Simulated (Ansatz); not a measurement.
SnTe and its competing phases

Level of theory: Ansatz 0.2.0, DFT PBE, scalar-relativistic, plane waves, PAW. Settings: cutoff 420 eV, Γ-centred meshes spaced at most about 0.3 Å⁻¹, and about 0.25 Å⁻¹ or finer for metals (2π included), Gaussian smearing. No spin polarisation.

Formation energies are uncorrected and refer to the elements' standard structures at the same level. The references include grey tin.

Temperature and zero-point effects are left out. Spin–orbit coupling, which can matter for Te, is left out. The reference form of Te is held partly by dispersion forces, which this level lacks.

The competitors are the elements and 1 reference phase of this chemical system (from databases or known types: SnTe), relaxed at the same level; other known phases may be missing.

The candidate was reached from: 6-connected net, two elements spread over the vertices, changed on relaxing.

```xyz
4
Lattice="4.4440 0.0000 0.0000 -2.2220 3.8486 0.0000 0.0000 0.0000 7.8578" Properties=species:S:1:pos:R:3 pbc="T T T"
Sn    0.0000    0.0000    0.0000
Sn    0.0000    0.0000    3.9289
Te    0.0000    2.5658    1.9644
Te    2.2220    1.2829    5.8933
```

Question: Where does it stand against these competitors?

Answer: Not the lowest form: another structure of the same formula lies lower. Its formation energy is -0.236 eV/atom. The lowest competing phase at this composition is this:

```
phase      space group             source  share of atoms  ΔE_f (eV/atom)
 SnTe  Fm-3m (No. 225)  Materials Project          1.0000          -0.288
```

The candidate lies 52 meV/atom above this phase. The candidate matches no cell in the subsets of the Crystallography Open Database and the Materials Project at hand. It is metastable at best. Whether it is a true minimum wasn't tested by phonons. It has the nickel arsenide type.
